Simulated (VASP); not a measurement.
# SnO2 (R-3m) in VASP: a series of runs

The runs below take SnO2 through phonons, with LDA.

Program: VASP 6.6.1. These are calculated values, not measurements. Logs are shortened: lines on timing, memory, paths and dates and some standing lists are left out, and cuts for length are marked.

**1. Starting point**

Symmetry: R-3m, No. 166, trigonal system. Conventional cell: a = 3.266 Å, b = 3.266 Å, c = 14.544 Å, α = 90.00°, β = 90.00°, γ = 120.00°. Around Sn (site symmetry -3m) lie 6 O at 2.15 Å. O (site symmetry 3m) has 3 Sn at 2.15 Å as nearest neighbours.

Measurements of this composition are mostly on another form, of space group No. 136.

**2. Phonons, LDA**

Input file INCAR:

```
SYSTEM = SnO2
  ALGO = Normal
  EDIFF = 1E-8
  ENCUT = 520
  GGA = CA
  IBRION = 8
  ISIF = 2
  ISMEAR = 0
  LASPH = .TRUE.
  LCHARG = .FALSE.
  LREAL = .FALSE.
  LWAVE = .FALSE.
  NELM = 100
  NSW = 1
  PREC = Accurate
  SIGMA = 0.01
```

Input file KPOINTS:

```
k-points
0
G
  6 6 6
  0 0 0
```

Input file POSCAR:

```
SnO2
1.0
    1.6331048631      0.9428734527      4.8481267151
   -1.6331048631      0.9428734527      4.8481267151
    0.0000000000     -1.8857469054      4.8481267151
Sn O
1 2
Direct
    0.5000000000      0.5000000000      0.5000000000
    0.2371700000      0.2371700000      0.2371700000
    0.7628300000      0.7628300000      0.7628300000
```

Potentials or basis: VASP PAW LDA potentials, release 64 (Sn_d, O).

Launch:

```
$ cat potpaw_LDA.64/Sn_d/POTCAR potpaw_LDA.64/O/POTCAR > POTCAR
$ mpirun -np 1 vasp_std > vasp.out
```

OUTCAR:

```text
SYSTEM = SnO2
   EDIFF = 1E-8
   ENCUT = 520
   GGA = CA
   IBRION = 8
   ISIF = 2
   ISMEAR = 0
   LASPH = .TRUE.
   LREAL = .FALSE.
   NELM = 100
   NSW = 1
   PREC = Accurate

 ion  position               nearest neighbor table
   1  0.500  0.500  0.500-   2 2.15   3 2.15   2 2.15   2 2.15   3 2.15   3 2.15
   2  0.237  0.237  0.237-   1 2.15   1 2.15   1 2.15
   3  0.763  0.763  0.763-   1 2.15   1 2.15   1 2.15

  LATTYP: Found a trigonal (rhomboedric) cell.
 ALAT       =     5.2019587164
 COS(alpha) =     0.8028828836

  Lattice vectors:

 A1 = (   1.6331048631,   0.9428734527,   4.8481267151)
 A2 = (  -1.6331048631,   0.9428734527,   4.8481267151)
 A3 = (   0.0000000000,  -1.8857469054,   4.8481267151)

Analysis of symmetry for initial positions (statically):
=====================================================================
 Subroutine PRICEL returns:
 Original cell was already a primitive cell.

 Routine SETGRP: Setting up the symmetry group for a
 trigonal (rhombohedral) supercell.

 Subroutine GETGRP returns: Found 12 space group operations
 (whereof 12 operations were pure point group operations)
 out of a pool of 12 trial point group operations.

The static configuration has the point symmetry D_3d.

Analysis of symmetry for dynamics (positions and initial velocities):
=====================================================================
 Subroutine PRICEL returns:
 Original cell was already a primitive cell.

 Routine SETGRP: Setting up the symmetry group for a
 trigonal (rhombohedral) supercell.

 Subroutine GETGRP returns: Found 12 space group operations
 (whereof 12 operations were pure point group operations)
 out of a pool of 12 trial point group operations.

The dynamic configuration has the point symmetry D_3d.

 Subroutine INISYM returns: Found 12 space group operations
 (whereof 12 operations are pure point group operations),
 and found     1 'primitive' translations

----------------------------------------------------------------------------------------

                                     Primitive cell

  volume of cell :      44.7912

  direct lattice vectors                    reciprocal lattice vectors
     1.633104863  0.942873453  4.848126715     0.306165275  0.176764619  0.068755079
    -1.633104863  0.942873453  4.848126715    -0.306165275  0.176764619  0.068755079
     0.000000000 -1.885746905  4.848126715     0.000000000 -0.353529238  0.068755079

  length of vectors
     5.201958716  5.201958716  5.201958673     0.360152977  0.360152977  0.360152999

  position of ions in fractional coordinates (direct lattice)
     0.500000000  0.500000000  0.500000000
     0.237170000  0.237170000  0.237170000
     0.762830000  0.762830000  0.762830000

  ion indices of the primitive-cell ions
   primitive index   ion index
                 1           1
                 2           2
                 3           3

----------------------------------------------------------------------------------------

 KPOINTS: k-points

Automatic generation of k-mesh.
 Grid dimensions read from file:
 generate k-points for:    6    6    6

 Generating k-lattice:

  Cartesian coordinates                     Fractional coordinates (reciprocal lattice)
     0.051027546  0.029460770  0.011459180     0.166666667  0.000000000  0.000000000
    -0.051027546  0.029460770  0.011459180     0.000000000  0.166666667  0.000000000
     0.000000000 -0.058921540  0.011459180     0.000000000  0.000000000  0.166666667

  Length of vectors
     0.060025496  0.060025496  0.060025500

  Shift w.r.t. Gamma in fractional coordinates (k-lattice)
     0.000000000  0.000000000  0.000000000

 Subroutine IBZKPT returns following result:
 ===========================================

 Found     32 irreducible k-points:

 Following reciprocal coordinates:
            Coordinates               Weight
  0.000000  0.000000  0.000000      1.000000
  0.166667  0.000000  0.000000      6.000000
[... 43 lines left out ...]
   EDIFFG = 0.1E-06   stopping-criterion for IOM
   NSW    =      1    number of steps for IOM
   IBRION =      8    ionic relax: 0-MD 1-quasi-New 2-CG
   NFREE  =      0    steps in history (QN), initial steepest desc. (CG)
   ISIF   =      2    stress and relaxation
   ISYM   =      2    0-nonsym 1-usesym 2-fastsym
   POTIM  = 0.5000    time-step for ionic-motion
   TEBEG  =    0.0;   TEEND  =   0.0 temperature during run
   PSTRESS=    0.0 pullay stress
   NELECT =      26.0000    total number of electrons
   NUPDOWN=      -1.0000    fix difference up-down
   EMIN   =  10.00;   EMAX   =-10.00  energy-range for DOS
   EFERMI =   0.00;   METHOD = LEGACY
   ISMEAR =     0;   SIGMA  =   0.01  broadening in eV -4-tet -1-fermi 0-gaus
   EFERMI_NEDOS =   21; number of points for ismear=-14 and -15
   IALGO  =     38    algorithm
   IMIX   =      4    mixing-type and parameters
     AMIX     =   0.40;   BMIX     =  1.00
     AMIX_MAG =   1.60;   BMIX_MAG =  1.00
  volume/ion in A,a.u.               =      14.93       100.76
  Fermi-wavevector in a.u.,A,eV,Ry     =   1.365636  2.580678 25.374355  1.864962
  Thomas-Fermi vector in A             =   2.491847
   LORBIT       =      0    0 simple, 1 ext, 2 COOP (PROOUT), +10 PAW based schemes
   GGA     = CA    functional components
   LHFCALC =     F    Hartree Fock is set to
   AEXX    =    0.0000 exact exchange contribution
   IVDW    =     0    specifies the selected vdW correction
   LEPSILON=     F    determine dielectric tensor
   LRPA    =     F    only Hartree local field effects (RPA)
 non-spin polarized calculation
 Gauss-broadening in eV      SIGMA  =   0.01
  energy-cutoff  :      520.00
  volume of cell :       44.79
 maximum number of plane-waves:      1220
 NGX is ok and might be reduce to    40
   NGX = 19   NGY = 19   NGZ = 19

--------------------------------------- Ionic step        1  -------------------------------------------

 number of electron      25.9999997 magnetization

 Free energy of the ion-electron system (eV)
  ---------------------------------------------------
  ext. energy  EPLUGINS =         0.00000000
  ---------------------------------------------------
  free energy    TOTEN  =       -20.35489037 eV

  energy without entropy =      -20.35489037  energy(sigma->0) =      -20.35489037

 E-fermi :   2.8526     XC(G=0): -10.4176

 val. band max:        2.7111182604   @ k =  -0.1667   0.1667   0.0000
 cond. band min:       4.2981042793   @ k =   0.0000   0.0000   0.0000
 fundamental gap:      1.5869860189
 Fermi energy:         2.8525796162

 k-point     1 :       0.0000    0.0000    0.0000
  band No.  band energies     occupation
      1     -17.1945      2.00000
      2     -17.0382      2.00000
      3     -17.0382      2.00000
      4     -16.8699      2.00000
      5     -16.8699      2.00000
      6     -14.8724      2.00000
[... 457 lines left out ...]
      4     -16.8748      2.00000
      5     -16.7973      2.00000
      6     -13.4572      2.00000
[... 9 lines left out ...]
     16      12.2221      0.00000
     17      13.5230      0.00000

 [... further k-points ...]

------------------------ aborting loop because EDIFF is reached ----------------------------------------

  FORCE on cell =-STRESS in cart. coord.  units (eV):
  Direction    XX          YY          ZZ          XY          YZ          ZX
  --------------------------------------------------------------------------------------
  -------------------------------------------------------------------------------------
  Total       -3.7197185     -3.7197178     -2.5389618      0.0000000      0.0000000      0.0000000
  in kB     -133.0540072   -133.0539847    -90.8184437      0.0000000      0.0000000      0.0000000
  external PRESSURE =    -118.9754785 kB  Pullay stress =       0.0000000 kB

 VOLUME and BASIS-vectors are now :
 -----------------------------------------------------------------------------
  energy-cutoff  :      520.00
  volume of cell :       44.79
      direct lattice vectors                 reciprocal lattice vectors
     1.633104863  0.942873453  4.848126715     0.306165275  0.176764619  0.068755079
    -1.633104863  0.942873453  4.848126715    -0.306165275  0.176764619  0.068755079
     0.000000000 -1.885746905  4.848126715     0.000000000 -0.353529238  0.068755079

 POSITION                                       TOTAL-FORCE (eV/Angst)
 -----------------------------------------------------------------------------------
      0.00000      0.00000      7.27219        -0.000000      0.000000      0.000000
      0.00000      0.00000      3.44949         0.000000     -0.000000     -0.894083
      0.00000      0.00000     11.09489         0.000000      0.000000      0.894083
 -----------------------------------------------------------------------------------
    total drift:                                0.000000      0.000000      0.000000

  FREE ENERGIE OF THE ION-ELECTRON SYSTEM (eV)
  ---------------------------------------------------
  free  energy   TOTEN  =       -20.3548903737 eV

  energy  without entropy=      -20.3548903737  energy(sigma->0) =      -20.35489037

[... ionic steps 2 to 3 ...]

--------------------------------------- Ionic step        4  -------------------------------------------

------------------------ aborting loop because EDIFF is reached ----------------------------------------
[... 11 lines left out ...]
[... ionic steps 8 to 8 ...]

--------------------------------------- Ionic step        9  -------------------------------------------

 Free energy of the ion-electron system (eV)
  ---------------------------------------------------
  ---------------------------------------------------
  free energy    TOTEN  =        -0.37170757 eV

  energy without entropy =       -0.37170757

------------------------ aborting loop because EDIFF is reached ----------------------------------------

 INTERNAL STRAIN TENSOR  FOR ION    2  DIRECTION 3   (eV/Angst):
 -----------------------------------------------------------------------------
    -7.19135  0.00000  0.00000
     0.00000 -7.19135  0.00000
    -0.00000 -0.00000-13.01637

 INTERNAL STRAIN TENSOR FOR ION    3 for displacements in x,y,z  (eV/Angst):
          X           Y           Z          XY          YZ          ZX
  --------------------------------------------------------------------------------
  x     0.00000     0.00000     0.00000    -1.05585     0.00000     8.96263
  y    -1.05585     1.05585     0.00000     0.00000     9.35386     0.00000
  z     7.19135     7.19135    13.01637     0.00000     0.00000     0.00000

 SECOND DERIVATIVES (NOT SYMMETRIZED)
 ------------------------------------
               1X          1Y          1Z          2X          2Y          2Z          3X          3Y          3Z
  1X   -10.595701    0.000000    0.000000    5.297850    0.000000    0.000000    5.297850    0.000000    0.000000
  1Y     0.000000  -10.595699    0.000000    0.000000    5.297849    0.000000    0.000000    5.297849    0.000000
  1Z     0.000000    0.000000  -17.673903    0.000000    0.000000    8.836952    0.000000    0.000000    8.836952
  2X     5.293685    0.000000    0.000000   -7.235075   -0.000000    0.000000    1.941390    0.000000   -0.000000
  2Y     0.000000    5.293684    0.000000    0.000000   -7.235074    0.000000    0.000000    1.941390   -0.000000
  2Z     0.000000    0.000000    8.839879    0.000000    0.000000  -10.317376    0.000000    0.000000    1.477497
  3X     5.293685    0.000000    0.000000    1.941390    0.000000   -0.000000   -7.235075   -0.000000    0.000000
  3Y     0.000000    5.293684    0.000000    0.000000    1.941390   -0.000000    0.000000   -7.235074    0.000000
  3Z     0.000000    0.000000    8.839879    0.000000    0.000000    1.477497    0.000000    0.000000  -10.317376

 Eigenvectors and eigenvalues of the dynamical matrix
 ----------------------------------------------------

   1 f  =   13.422622 THz    84.336824 2PiTHz  447.730493 cm-1    55.511481 meV
             X         Y         Z           dx          dy          dz
      0.000000  0.000000  7.272190    -0.000000   -0.000000   -0.000000
      0.000000  0.000000  3.449491    -0.000000   -0.000000   -0.707107
      0.000000  0.000000 11.094890     0.000000    0.000000    0.707107
[... 43 lines left out ...]
   9 f/i=    0.001630 THz     0.010242 2PiTHz    0.054372 cm-1     0.006741 meV
             X         Y         Z           dx          dy          dz
      0.000000  0.000000  7.272190    -0.887414   -0.006035    0.000000
      0.000000  0.000000  3.449491    -0.325922   -0.002216    0.000000
      0.000000  0.000000 11.094890    -0.325922   -0.002216    0.000000

--------------------------------------------------------------------------------------------------------

 ELASTIC MODULI CONTR FROM IONIC RELAXATION (kBar)
 Direction    XX          YY          ZZ          XY          YZ          ZX
 --------------------------------------------------------------------------------
 XX        -322.3631   -304.9808   -567.7471      0.0000     76.9954     -0.0000
 YY        -304.9808   -322.3630   -567.7470     -0.0000    -76.9954      0.0000
 ZZ        -567.7471   -567.7470  -1027.6237      0.0000     -0.0000     -0.0000
 XY           0.0000     -0.0000      0.0000     -8.6911     -0.0000     73.7750
 YZ          76.9954    -76.9954     -0.0000     -0.0000   -682.1096      0.0000
 ZX          -0.0000      0.0000     -0.0000     73.7750      0.0000   -626.2431
 --------------------------------------------------------------------------------
```

Run time: 4.9 min. Hardware: 1 thread of Intel Xeon 6975P-C (Granite Rapids), shared host; peak memory 0.42 GiB.

What came out:

```yaml
Highest_phonon_frequency_at_Γ_LO-TO_splitting_left_out: 448 cm⁻¹
```

Phonon frequencies in cm⁻¹ (negative: imaginary):
```tsv
q point	frequencies
(0.000, 0.000, 0.000)	0 0 0 338 338 395 395 437 448
```

Caveat: the k mesh is coarse (spacing up to 0.38 Å⁻¹), so the values aren't converged; the atoms weren't relaxed first, which shifts response properties.

**3. Phonons, LDA**

This run uses another cell than the first one, of 14.50 Å³/atom, 0.971 times its volume.

Input file INCAR:

```
ALGO     = Normal         # electronic algorithm
EDIFF    = 1E-8           # SCF threshold, eV
ENCUT    = 520            # plane-wave cutoff, eV
GGA      = CA             # functional
IBRION   = 8              # ionic algorithm
ISIF     = 2              # what is computed and relaxed
ISMEAR   = 0              # smearing method
LASPH    = T              # aspherical terms in the spheres
LCHARG   = F              # write CHGCAR
LREAL    = F              # projectors in reciprocal space
LWAVE    = F              # write WAVECAR
NELM     = 100            # most SCF steps
NSW      = 1              # ionic steps
PREC     = Accurate       # precision mode
SIGMA    = 0.01           # smearing width, eV
```

Input file KPOINTS:

```
k-points
0
Gamma
  6 6 6
```

Input file POSCAR:

```
SnO2
1.0
    1.6170930000      0.9336290000      4.8005930000
   -1.6170930000      0.9336290000      4.8005930000
    0.0000000000     -1.8672580000      4.8005930000
Sn O
1 2
Direct
    0.5000000000      0.5000000000      0.5000000000
    0.2371700000      0.2371700000      0.2371700000
    0.7628300000      0.7628300000      0.7628300000
```

Potentials or basis: VASP PAW LDA potentials, release 64 (Sn_d, O).

Launch:

```
$ cat potpaw_LDA.64/Sn_d/POTCAR potpaw_LDA.64/O/POTCAR > POTCAR
$ mpirun -np 1 vasp_std > vasp.out
```

OUTCAR:

```text
EDIFF = 1E-8
   ENCUT = 520
   GGA = CA
   IBRION = 8
   ISIF = 2
   ISMEAR = 0
   LASPH = T
   LREAL = F
   NELM = 100
   NSW = 1
   PREC = Accurate

 ion  position               nearest neighbor table
   1  0.500  0.500  0.500-   2 2.13   3 2.13   2 2.13   2 2.13   3 2.13   3 2.13
   2  0.237  0.237  0.237-   1 2.13   1 2.13   1 2.13
   3  0.763  0.763  0.763-   1 2.13   1 2.13   1 2.13

  LATTYP: Found a trigonal (rhomboedric) cell.
 ALAT       =     5.1509558367
[... 762 lines left out ...]
  3X     6.164894   -0.000000   -0.000000    2.026627    0.000000    0.000000   -8.191520    0.000000    0.000000
  3Y    -0.000000    6.164892   -0.000000    0.000000    2.026626    0.000000    0.000000   -8.191519    0.000000
  3Z     0.000000    0.000000    9.361585    0.000000    0.000000    1.665111    0.000000    0.000000  -11.026697

 Eigenvectors and eigenvalues of the dynamical matrix
 ----------------------------------------------------

   1 f  =   13.923630 THz    87.484749 2PiTHz  464.442311 cm-1    57.583482 meV
             X         Y         Z           dx          dy          dz
      0.000000  0.000000  7.200890    -0.000000   -0.000000   -0.000000
      0.000000  0.000000  3.415670    -0.000000   -0.000000   -0.707107
      0.000000  0.000000 10.986109     0.000000    0.000000    0.707107
[... 43 lines left out ...]
   9 f/i=    0.004935 THz     0.031010 2PiTHz    0.164627 cm-1     0.020411 meV
             X         Y         Z           dx          dy          dz
      0.000000  0.000000  7.200890     0.000000   -0.000000   -0.887340
      0.000000  0.000000  3.415670     0.000000   -0.000000   -0.326058
      0.000000  0.000000 10.986109     0.000000   -0.000000   -0.326058

--------------------------------------------------------------------------------------------------------

 ELASTIC MODULI CONTR FROM IONIC RELAXATION (kBar)
 Direction    XX          YY          ZZ          XY          YZ          ZX
 --------------------------------------------------------------------------------
 XX        -408.5855   -407.9538   -653.4744      0.0000     15.5015     -0.0000
 YY        -407.9538   -408.5853   -653.4743      0.0000    -15.5015     -0.0000
 ZZ        -653.4744   -653.4743  -1045.9478      0.0000     -0.0000     -0.0000
 XY           0.0000      0.0000      0.0000     -0.3158      0.0000     14.9531
 YZ          15.5015    -15.5015     -0.0000      0.0000   -760.9288     -0.0000
 ZX          -0.0000     -0.0000     -0.0000     14.9531     -0.0000   -708.0443
 --------------------------------------------------------------------------------
```

OSZICAR:

```text
N       E                     dE             d eps       ncg     rms          rms(c)
DAV:   1     0.244853773787E+03    0.24485E+03   -0.14526E+04  1104   0.224E+03
DAV:   2     0.160506511578E+00   -0.24469E+03   -0.23798E+03  1280   0.486E+02
DAV:   3    -0.227238168756E+02   -0.22884E+02   -0.22789E+02  1279   0.148E+02
DAV:   4    -0.232975854052E+02   -0.57377E+00   -0.57336E+00  1391   0.252E+01
[... 79 lines left out ...]
RMM:  10    -0.371999675631E+00   -0.32955E-06   -0.92475E-08  2153   0.721E-04    0.702E-05
RMM:  11    -0.371999502082E+00    0.17355E-06   -0.23287E-08  2118   0.515E-04    0.163E-05
RMM:  12    -0.371999608787E+00   -0.10671E-06   -0.10093E-07  2196   0.439E-04    0.453E-06
RMM:  13    -0.371999587296E+00    0.21491E-07   -0.21398E-08  2310   0.407E-04    0.227E-06
RMM:  14    -0.371999585080E+00    0.22162E-08   -0.47173E-09  2319   0.396E-04    0.140E-06
 Linear response finished
```

stdout:

```text
POSCAR found type information on POSCAR SnO
 POSCAR found :  2 types and       3 ions
 scaLAPACK will be used
 LDA part: xc-table for (Slater(with rela. corr.)+CA(PZ))
 , standard interpolation
 POSCAR, INCAR and KPOINTS ok, starting setup
 FFT: planning ... GRIDC
 FFT: planning ... GRID_SOFT
 FFT: planning ... GRID
 WAVECAR not read
 entering main loop
 Linear response reoptimize wavefunctions to high precision
 Linear response DOF=           4
 Linear response progress:
 first order change of Fermi-energy  -0.88671E-01
 force on displaced ion       1 direction 1 : -12.326  -0.000   0.000
 Linear response progress:
 first order change of Fermi-energy   0.15844E-02
 force on displaced ion       1 direction 3 :   0.000   0.000 -18.757
 Linear response progress:
 first order change of Fermi-energy   0.10006E+00
 force on displaced ion       2 direction 1 :  -8.189   0.004  -0.000
 Linear response progress:
 first order change of Fermi-energy  -0.25179E+01
 force on displaced ion       2 direction 3 :   0.000   0.000 -11.027
 Linear response finished
```

It took 4.8 min on 1 thread of Intel Xeon 6975P-C (Granite Rapids), shared host; peak memory 0.41 GiB.

Results:

- Highest phonon frequency at Γ, LO-TO splitting left out: 464 cm⁻¹

Phonon frequencies in cm⁻¹ (negative: imaginary):
```csv
q point,frequencies
"(0.000, 0.000, 0.000)",0 0 0 365 365 417 417 450 464
```

Caveat: the k mesh is coarse (spacing up to 0.38 Å⁻¹), so the values aren't converged; the atoms weren't relaxed first, which shifts response properties.
